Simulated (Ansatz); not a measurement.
# Mo2NCl2 MXene monolayer in a perpendicular field, part 2 of 3

Aim: how the Mo2NCl2 MXene monolayer screens a field along its normal, and what the field does to its bands. A positive field points along +c.

Ansatz 0.2.0; plane-wave DFT, PBE-D3(BJ), Ansatz PAW.

So far. Step 2 (Relaxation): The lattice constant a goes from 2.953 to 2.961 Å.

### Step 3. Atoms held, field 0, start network

A sawtooth potential applies the field, turning back in the middle of the vacuum. With the dipole correction the typed value is the field outside the slab. The induced dipole is small, so the SCF threshold is tight.

The cell differs from the one that the last finished run ended in (c 42.426 → 24.383 Å).

Input file input.yaml:

```yaml
crystal:
  lattice:
    - [2.9607349608, 0.0, 0.0]
    - [-1.4803674804, 2.5640716899, 0.0]
    - [0.0, 0.0, 24.3834778277]
  atoms:
    - { symbol: Cl, position: [0.3333333333, 0.6666666667, 0.3691023923] }
    - { symbol: Mo, position: [0.6666666667, 0.3333333333, 0.4438614352] }
    - { symbol: "N", position: [0.0, 0.0, 0.5] }
    - { symbol: Mo, position: [0.3333333333, 0.6666666667, 0.5561385648] }
    - { symbol: Cl, position: [0.6666666667, 0.3333333333, 0.6308976077] }
kpoints:
  mp_grid: { grid: [18, 18, 1] }
  band_path:
    path: [[0, 0, 0], [0.5, 0, 0], [0.33333333, 0.33333333, 0], [0, 0, 0]]
    npoints: 16
hamiltonian:
  xc: pbe
  dispersion: d3bj
scf:
  occupations: { method: fermi_dirac, width: 0.05 }
  convergence: { dr2_threshold: 1.0e-10 }
efield:
  axis: 3
  dipole_correction: true
  ramp_position: 0.97
  ramp_width: 0.06
  amplitude: 0
output:
  dos: { projected: true, e_range: [-6, 5] }
  bader: true
  write_potential: true
  write_density: true
  volumetric_format: npy
  elf: true
```

The run is started by

```sh
ansatz run input.yaml --threads 4 --pin off --max-ram 6144MiB --backend cpu --events-out ev --progress --plain --runs-dir out
```

Numbers of over 12 decimals in the logs are rounded to 6 here.

Output:

```text
[...]
Crystal: 5 atoms, lattice volume = 185.108 Å³
Basis set: ecut = 420 eV, 3573 PW (Γ)
Bands: 29, of which v1, the nominal top of the filled ones, is band 24 counted from 1 (23 counted from 0)
Symmetry: 6 space group operations
k-points: 37 of 324 (time reversal used)
[...]
SCF iter   1: F=—  HF=-12458.068646 eV  |F-HF|=—  |Δ(HF+E_count)|=         —  Δρ=7.25e-3  dr2=2.88e-1  ethr=1.77e-3  p=0.000 e·Å  D=2.14e-13 V/Å  ΔV_dip=-0.00 eV  dr2_dipole=1.39e-7  V_vac-E_F(+/−)=5.21/5.21 eV  ⟨swp⟩=8.9  Hψ=5913  notcnv=0
efield: sawtooth ramp at fractional position 0.9700 (set: `efield.ramp_position`, or a place that a band, a saddle search or an elastic batch's reference lends), width 0.0600; the density the first Hamiltonian is built on has a dipole p = 0.000 e·Å; the dipole correction subtracts the counter field D = 2.14e-13 V/Å, which shifts the + side's vacuum level by -0.00 eV against the − side's; the planar-averaged density in the ramp window peaks in size at 1.9e-5 e/Å³
[...]
SCF iter   2: F=—  HF=-12458.041296 eV  |F-HF|=—  |Δ(HF+E_count)|=   2.74e-2  Δρ=3.96e-3  dr2=3.24e-2  ethr=6.13e-4  p=0.000 e·Å  D=1.20e-5 V/Å  ΔV_dip=-0.00 eV  dr2_dipole=2.77e-7  V_vac-E_F(+/−)=4.23/4.23 eV  ⟨swp⟩=2.2  Hψ=1987  notcnv=0  defer=4
[...]
SCF iter   9: F=-12458.034435 eV  HF=-12458.034435 eV  |F-HF|=1.84e-10  |Δ(HF+E_count)|=   1.29e-9  Δρ=2.61e-7  dr2=6.79e-11  ethr=1.00e-12  p=-0.000 e·Å  D=-7.07e-9 V/Å  ΔV_dip=0.00 eV  dr2_dipole=5.31e-15  V_vac-E_F(+/−)=4.25/4.25 eV  ⟨swp⟩=3.6  Hψ=4354  notcnv=0
SCF 1 converged in 9 iterations: F = -12458.034435 eV  dr2 = 6.79e-11
[...]
NSCF: frozen V_eff on 49 k-points
efield: sawtooth ramp at fractional position 0.9700 (kept from the solve that this one continues, or follows in the run), width 0.0600; the density the first Hamiltonian is built on has a dipole p = -0.000 e·Å; the dipole correction subtracts the counter field D = -7.07e-9 V/Å, which shifts the + side's vacuum level by +0.00 eV against the − side's; the planar-averaged density in the ramp window peaks in size at 4.7e-6 e/Å³
WARN: The output density's exchange-correlation potential varies sharply where the density is thin. Do not read a vacuum level from v_tot or v_xc, or from such a field of the output density. On a cell that repeats whose density bears no net charge and no dipole along the vacuum's axis use v_es (v_loc + v_h of the components); under efield.dipole_correction with no amplitude use v_es + v_field, which holds any externa [...]
SCF converged after 9 iterations
Free energy (F): -12458.034435 eV
[...]
Internal energy: -12458.009301 eV  (E = F + TS)
E sigma→0 (E₀):  -12458.021868 eV
Entropy (-TS):   -0.025134 eV (-5.027 meV/atom)
Fermi energy:    3.067318 eV
Dipole field:    D = -0.000000 V/Å  (p = -0.000000 e·Å, saw-weighted, corrected)
Work function:   Φ+ = 4.2547 eV   Φ− = 4.2547 eV
Levels:          The Fermi level and band energies are counted from a zero that moves with the ramp; work functions are not
[...]
--- Band table (eV; the first three rows and the last of 37) ---
  k-point 0: bands = [... 20 lower, 0.8323, 1.7950, 1.7950, 2.5215, 2.8228, 2.8228, 3.5315, 3.5315, ... 1 higher]
  k-point 1: bands = [... 20 lower, 0.6885, 1.7312, 1.8765, 2.5651, 2.8134, 2.8986, 3.5588, 3.5888, ... 1 higher]
  k-point 2: bands = [... 20 lower, 0.4023, 1.4774, 2.0499, 2.5837, 2.7519, 3.0891, 3.6410, 3.8906, ... 1 higher]
  k-point 36: bands = [... 20 lower, 1.9384, 2.6470, 2.7496, 2.7496, 3.9783, 3.9783, 5.1220, 5.8893, ... 1 higher]
--- Bader charges: 5 sites ---
  site symbol  charge [e]  shift [e]
     0     Cl     -0.5322     0.0005
     1     Mo      1.2575     0.0007
     2      N     -1.4505     0.0003
     3     Mo      1.2575     0.0007
     4     Cl     -0.5322     0.0005
  estimated error of the sums over rays = 5.4e-4 e
```

Wall time 11 s (4 threads of AMD EPYC 9R14 (Zen 4), shared host); peak memory 0.64 GiB; 39 s of CPU time.

Numbers from this step:

| Property | Result |
| --- | --- |
| energy at zero smearing | -12458.0219 eV |
| work function, upper face | 4.255 eV |
| dipole along the normal | -1.12e-7 e·Å |

Running mean over a fixed 2.6 Å (it still follows the layers) of the planar mean; the ramp of the sawtooth is left out. Electron's electrostatic potential energy less the Fermi level against z:

z (Å), electron's electrostatic potential energy less the Fermi level (eV) and a bar from the least value:
```
      3.0        4.3 ##############################
      3.5        4.3 ##############################
      4.0        4.3 ##############################
      4.5        4.3 ##############################
      5.0        4.3 ##############################
      5.5        4.2 ##############################
      6.0        4.2 ##############################
      6.5        4.1 ##############################
      7.0        3.6 #############################
      7.5        1.6 ##########################
      8.0       -1.4 ####################
      8.5       -3.6 #################
      9.0       -5.9 #############
      9.5      -10.0 ######
     10.0      -13.0 #
     10.5      -12.8 #
     11.0      -13.0 #
     11.5      -13.4 
     12.0      -12.7 #
     12.5      -12.8 #
     13.0      -13.5 
     13.5      -12.9 #
     14.0      -13.0 #
     14.5      -12.7 #
     15.0       -9.0 ########
     15.5       -5.2 ##############
     16.0       -3.2 #################
     16.5       -0.7 ######################
     17.0        2.2 ###########################
     17.5        3.9 #############################
     18.0        4.2 ##############################
     18.5        4.2 ##############################
     19.0        4.3 ##############################
     19.5        4.3 ##############################
     20.0        4.3 ##############################
     20.5        4.3 ##############################
     21.0        4.3 ##############################
```

The density of states has structure finer than the step of the table below, so its rows give means over 0.25 eV, whole bins alone (the curve runs from -6 to 1.99 eV). Peaks (eV: height): -5.920: 5.56, -5.530: 9.20, -5.480: 8.98, -5.200: 8.79, -0.270: 7.16, 1.090: 5.89, 1.250: 6.36.

Table of density of states by energy, zero at the Fermi level; means over each step:

| energy (eV) | density of states (states/eV a cell) |
| --- | --- |
| -5.75 | 3.50 |
| -5.50 | 6.56 |
| -5.25 | 6.82 |
| -5.00 | 4.69 |
| -4.75 | 1.95 |
| -4.50 | 2.01 |
| -4.25 | 2.71 |
| -4.00 | 2.17 |
| -3.75 | 1.72 |
| -3.50 | 1.77 |
| -3.25 | 2.98 |
| -3.00 | 1.71 |
| -2.75 | 1.98 |
| -2.50 | 1.52 |
| -2.25 | 0.836 |
| -2.00 | 1.03 |
| -1.75 | 2.10 |
| -1.50 | 3.00 |
| -1.25 | 1.96 |
| -1.00 | 2.54 |
| -0.75 | 2.09 |
| -0.50 | 1.94 |
| -0.25 | 4.63 |
| 0.00 | 2.94 |
| 0.25 | 2.44 |
| 0.50 | 3.09 |
| 0.75 | 3.48 |
| 1.00 | 4.77 |
| 1.25 | 4.74 |
| 1.50 | 3.45 |
| 1.75 | 3.19 |

Projected DOS per atom over height of the atomic layer and energy from the Fermi level. Layers: Cl Mo N Mo Cl from below.

Ten even steps from '0' (0.03 states/eV) to '9' (2.08 states/eV), each cell a mean:
```
05150
07070
19091
06060
05050
05050
17171
03030
04040
04140
03030
01010
12021
12021
31113
21012
31013
31013
31013
63836
64746
52325
```
Columns: height of the atomic layer (Å) from 9 to 15.4 (not evenly spaced); rows upwards: energy from the Fermi level (eV) from -5.96 to 1.96.

Electronic bands along the path, in eV, zero at the Fermi level:

| point | band 21 | band 22 | band 23 | band 24 | band 25 | band 26 | band 27 | band 28 |
| --- | --- | --- | --- | --- | --- | --- | --- | --- |
| Γ | -2.23 | -1.27 | -1.27 | -0.55 | -0.24 | -0.24 | 0.46 | 0.46 |
| halfway | -3.20 | -1.57 | -0.62 | -0.22 | -0.11 | 0.61 | 0.94 | 1.92 |
| M | -3.42 | -1.77 | 1.10 | 1.12 | 1.80 | 1.83 | 2.10 | 2.50 |
| halfway | -2.61 | -1.11 | 0.49 | 0.65 | 1.28 | 1.34 | 2.06 | 2.38 |
| K | -1.13 | -0.42 | -0.32 | -0.32 | 0.91 | 0.91 | 2.05 | 2.82 |
| halfway | -2.24 | -1.93 | -1.06 | -0.23 | 0.83 | 0.96 | 1.01 | 2.12 |
| Γ | -2.23 | -1.27 | -1.27 | -0.55 | -0.24 | -0.24 | 0.46 | 0.46 |

Valence density in the ca plane at fractional y = 0.333, with atoms of Mo and Cl within 0.2 Å of it. It is the smooth field of the valence electrons, not physical close to the nuclei.

Ten steps, logarithmic in the rise over the least value, from '0' (0.0 e/Å³) to '9' (6.5 e/Å³), each cell a mean:
```
00000000000012333346875433344345665420000000
00000000000001123369997432233346667531000000
00000000000001122479998532233356646631000000
00000000000001223368997432333346766531000000
00000000000012344346775433344445665320000000
00000000000013455434444444455433443210000000
00000000000013455433333455456533322100000000
00000000000013455434444444455433443210000000
```
Columns run along c (16.0 Å, from fractional 0.14 to 0.80 of the cell), rows up along a (3.0 Å). Atoms in or near the plane, at fractional coordinates: Mo at (0.44, 0.67), Cl at (0.63, 0.67).

ELF in the ca plane at fractional y = 0.333, with atoms of Mo and Cl within 0.2 Å of it. It is the smooth field of the valence electrons, not physical close to the nuclei.

Ten even steps from '0' (0.00) to '9' (0.88), each cell a mean:
```
00000000000013455225763232122248999963100000
00000000000000111157776211133368779985200000
00000000000000001268468311133368548985200000
00000000000000122147776211132268889985100000
00000000000024566324652233122237999863000000
00000000000147898622322564234313554310000000
00000000000258999732323675235411111000000000
00000000000147898522322564224224666420000000
```
Columns run along c (16.0 Å, from fractional 0.14 to 0.80 of the cell), rows up along a (3.0 Å). Atoms in or near the plane, at fractional coordinates: Mo at (0.44, 0.67), Cl at (0.63, 0.67).

Electrostatic potential energy in the ca plane at fractional y = 0.333, with atoms of Mo and Cl within 0.2 Å of it. With pseudopotentials it is smooth inside the atoms' cores, unlike the true potential.

Ten even steps from '0' (-53 eV) to '9' (7 eV), each cell a mean:
```
99999999999999999874226899888887546899999999
99999999999999999840002799999984102799999999
99999999999999999830001689999983001699999999
99999999999999999851003799998885113799999999
99999999999999999875346899887888657999999999
99999999999999888888788988766789999999999999
99999999999999877898889988755689999999999999
99999999999999888888778898866788889999999999
```
Columns run along c (16.0 Å, from fractional 0.14 to 0.80 of the cell; values clipped at the 3rd and 97th percentile), rows up along a (3.0 Å). Atoms in or near the plane, at fractional coordinates: Mo at (0.44, 0.67), Cl at (0.63, 0.67).

The work function of the upper face is 4.25 eV.

### Step 4. Single point, field 0.1 V/Å

input.yaml: that of step 3 with these lines changed.

```diff
@@ -25,8 +25,6 @@
   dipole_correction: true
-  ramp_position: 0.97
-  ramp_width: 0.06
-  amplitude: 0
+  ramp_position: 0.9475
+  ramp_width: 0.105
+  amplitude: 0.1
 output:
-  dos: { projected: true, e_range: [-6, 5] }
-  bader: true
   write_potential: true
@@ -34,2 +32 @@
   volumetric_format: npy
-  elf: true
```

Output:

```text
[...]
Crystal: 5 atoms, lattice volume = 185.108 Å³
Basis set: ecut = 420 eV, 3573 PW (Γ)
Bands: 29, of which v1, the nominal top of the filled ones, is band 24 counted from 1 (23 counted from 0)
Symmetry: 6 space group operations
k-points: 37 of 324 (time reversal used)
[...]
k-point 0: bands = [... 20 lower, 0.8320, 1.7946, 1.7946, 2.5211, 2.8224, 2.8224, 3.5312, 3.5312, ... 1 higher]
  k-point 1: bands = [... 20 lower, 0.6882, 1.7309, 1.8761, 2.5647, 2.8130, 2.8982, 3.5584, 3.5884, ... 1 higher]
  k-point 2: bands = [... 20 lower, 0.4020, 1.4770, 2.0495, 2.5833, 2.7515, 3.0887, 3.6406, 3.8902, ... 1 higher]
  k-point 36: bands = [... 20 lower, 1.9380, 2.6467, 2.7467, 2.7517, 3.9763, 3.9795, 5.1216, 5.8848, ... 1 higher]
[key lines of the parts left out:]
SCF converged after 12 iterations
Free energy (F): -12458.036160 eV
Fermi energy:    3.066928 eV
Dipole field:    D = 0.033714 V/Å  (p = 0.034489 e·Å, saw-weighted, corrected)
```

The job ended after 6.3 s (4 threads; peak memory 0.61 GiB).

The dipole is 0.0345 e·Å.

### Step 5. Atoms held, field -0.1 V/Å

input.yaml: that of step 4 with these lines changed.

```diff
@@ -27,3 +27,3 @@
   ramp_width: 0.105
-  amplitude: 0.1
+  amplitude: -0.1
 output:
```

Output:

```text
[...]
Crystal: 5 atoms, lattice volume = 185.108 Å³
Basis set: ecut = 420 eV, 3573 PW (Γ)
Bands: 29, of which v1, the nominal top of the filled ones, is band 24 counted from 1 (23 counted from 0)
Symmetry: 6 space group operations
k-points: 37 of 324 (time reversal used)
[...]
k-point 0: bands = [... 20 lower, 0.8320, 1.7946, 1.7946, 2.5211, 2.8224, 2.8224, 3.5312, 3.5312, ... 1 higher]
  k-point 1: bands = [... 20 lower, 0.6882, 1.7309, 1.8761, 2.5647, 2.8130, 2.8982, 3.5584, 3.5884, ... 1 higher]
  k-point 2: bands = [... 20 lower, 0.4020, 1.4770, 2.0495, 2.5833, 2.7515, 3.0887, 3.6406, 3.8902, ... 1 higher]
  k-point 36: bands = [... 20 lower, 1.9380, 2.6467, 2.7467, 2.7517, 3.9763, 3.9795, 5.1216, 5.8848, ... 1 higher]
[key lines of the parts left out:]
SCF converged after 12 iterations
Free energy (F): -12458.036160 eV
Fermi energy:    3.066928 eV
Dipole field:    D = -0.033714 V/Å  (p = -0.034489 e·Å, saw-weighted, corrected)
```

Wall time 6.3 s (4 threads); peak memory 0.61 GiB.

The dipole is -0.0345 e·Å.

### Step 6. Single point, field 0.5 V/Å

input.yaml: that of step 5 with these lines changed.

```diff
@@ -25,5 +25,5 @@
   dipole_correction: true
-  ramp_position: 0.9475
-  ramp_width: 0.105
-  amplitude: -0.1
+  ramp_position: 0.8805
+  ramp_width: 0.239
+  amplitude: 0.5
 output:
```

Output:

```text
[...]
Crystal: 5 atoms, lattice volume = 185.108 Å³
Basis set: ecut = 420 eV, 3573 PW (Γ)
Bands: 29, of which v1, the nominal top of the filled ones, is band 24 counted from 1 (23 counted from 0)
Symmetry: 6 space group operations
k-points: 37 of 324 (time reversal used)
[...]
k-point 0: bands = [... 20 lower, 0.8235, 1.7853, 1.7853, 2.5112, 2.8127, 2.8127, 3.5218, 3.5218, ... 1 higher]
  k-point 1: bands = [... 20 lower, 0.6800, 1.7215, 1.8667, 2.5548, 2.8034, 2.8885, 3.5490, 3.5786, ... 1 higher]
  k-point 2: bands = [... 20 lower, 0.3947, 1.4674, 2.0399, 2.5733, 2.7419, 3.0790, 3.6312, 3.8796, ... 1 higher]
  k-point 36: bands = [... 20 lower, 1.9279, 2.6377, 2.7271, 2.7520, 3.9603, 3.9761, 5.1119, 5.8586, ... 1 higher]
[key lines of the parts left out:]
SCF converged after 12 iterations
Free energy (F): -12458.077569 eV
Fermi energy:    3.057073 eV
Dipole field:    D = 0.168764 V/Å  (p = 0.172641 e·Å, saw-weighted, corrected)
```

It took 6.5 s on 4 threads; peak memory 0.61 GiB; 25 s of CPU time.

The dipole is 0.173 e·Å.

### Step 7. Atoms held, field -0.3 V/Å

input.yaml: that of step 6 with these lines changed.

```diff
@@ -25,6 +25,8 @@
   dipole_correction: true
-  ramp_position: 0.8805
-  ramp_width: 0.239
-  amplitude: 0.5
+  ramp_position: 0.9446
+  ramp_width: 0.1109
+  amplitude: -0.3
 output:
+  dos: { projected: true, e_range: [-6, 5] }
+  bader: true
   write_potential: true
@@ -32 +34,2 @@
   volumetric_format: npy
+  elf: true
```

Output:

```text
[...]
Crystal: 5 atoms, lattice volume = 185.108 Å³
Basis set: ecut = 420 eV, 3573 PW (Γ)
Bands: 29, of which v1, the nominal top of the filled ones, is band 24 counted from 1 (23 counted from 0)
Symmetry: 6 space group operations
k-points: 37 of 324 (time reversal used)
[...]
k-point 36: bands = [... 20 lower, 1.9349, 2.6440, 2.7388, 2.7538, 3.9702, 3.9797, 5.1186, 5.8736, ... 1 higher]
--- Bader charges: 5 sites ---
  site symbol  charge [e]  shift [e]
     0     Cl     -0.5221     0.0005
     1     Mo      1.2602     0.0006
     2      N     -1.4505     0.0003
     3     Mo      1.2547     0.0007
     4     Cl     -0.5424     0.0005
  estimated error of the sums over rays = 5.1e-4 e
[key lines of the parts left out:]
SCF converged after 12 iterations
Free energy (F): -12458.049958 eV
Fermi energy:    3.063950 eV
Dipole field:    D = -0.101181 V/Å  (p = -0.103505 e·Å, saw-weighted, corrected)
```

Elapsed: 11 s, on 4 threads; peak memory 0.62 GiB; 42 s of CPU time.

The dipole is -0.104 e·Å.

### Step 8. Response, atoms held

This step: plane-wave DFT, PBE-D3(BJ), Ansatz PAW; response to a field along the normal, atoms held (Ansatz 0.2.0).

The dipoles give the slope, and the difference of two potentials shows where the field is screened.

This step gave:

```yaml
equivalent_conductor_thickness_p_eps_0ae: 8.221 Å
distance_between_the_outer_atoms: 6.383 Å
```

The dipole of the cell by applied field:

| applied field (V/Å) | dipole of the cell (e·Å) |
| --- | --- |
| -0.300 | -0.104 |
| -0.100 | -0.0345 |
| 0.000 | 0 |
| 0.100 | 0.0345 |
| 0.500 | 0.173 |

Local field over the applied field, running mean. From the potentials at -0.1 and 0.1 V/Å; running mean over 2.5 Å. Table of local field over applied field by z:

z (Å), local field over applied field and a bar from the least value:
```
        5      0.997 ##############################
        6      0.976 #############################
        7      0.841 #########################
        8      0.506 ###############
        9      0.185 ######
       10      0.052 ##
       11      0.030 #
       12     -0.007 
       13      0.015 #
       14      0.040 #
       15      0.111 ####
       16      0.366 ###########
       17      0.727 ######################
       18      0.948 ############################
       19      0.993 ##############################
       20      0.999 ##############################
```

The induced electron density oscillates, so the rows of the table below give means over windows of 1 Å about each position, cut where the curve ends. Its maxima inside the range that stand out by 2 % of the span (Å: e/Å³ per V/Å): 8.1: 0.00391, 10.7: 0.00102, 14.5: 0.00102. Its minima: 9.9: -0.00102, 13.7: -0.00102, 16.3: -0.00391.

Electrons, planar mean, per unit field. Table of induced electron density by z; means over each step:

z (Å), induced electron density (e/Å³ per V/Å) and a bar from the least value:
```
        5    0.00002 ##############
        6    0.00013 ###############
        7    0.00096 ###################
        8    0.00323 ##############################
        9    0.00109 ####################
       10   -0.00036 ############
       11    0.00051 #################
       12    0.00004 ##############
       13   -0.00020 #############
       14   -0.00029 #############
       15   -0.00007 ##############
       16   -0.00289 
       17   -0.00184 #####
       18   -0.00028 #############
       19   -0.00003 ##############
       20    0.00000 ##############
```

By hand: between -0.1 and 0.1 V/Å the dipole changes by 0.06898 e·Å, a slope of 0.3449 e·Å²/V. A perfect conductor of thickness t has p = ε₀AEt, so t = 180.95 × 0.3449 / 7.592 = 8.22 Å (e/ε₀ = 180.95 V·Å, A in Å²).

The induced dipole is that of a conductor 8.22 Å thick.

(Part 2 of 3 ends here.)

[Logs are printed without paths, hosts, clocks, repeated set-up lines and the standing remarks that a program may print on its own settings, such as how far it seeks lower states.]

[Hosts, paths, dates, database ids (printed as entryN), source tags and the programs' standing remarks are cut or masked in the printed files.]

[Maps of the electrostatic potential energy from Ansatz leave out the sawtooth potential of an applied field or a dipole correction, so their vacuum need not be flat; planar profiles and work functions include it.]

[The density of states shown here was stored with 400 of the rows of the run's finer table, so its peaks can read low, often by over a quarter, or be missed, and its means over a window can be off by a tenth or more.]
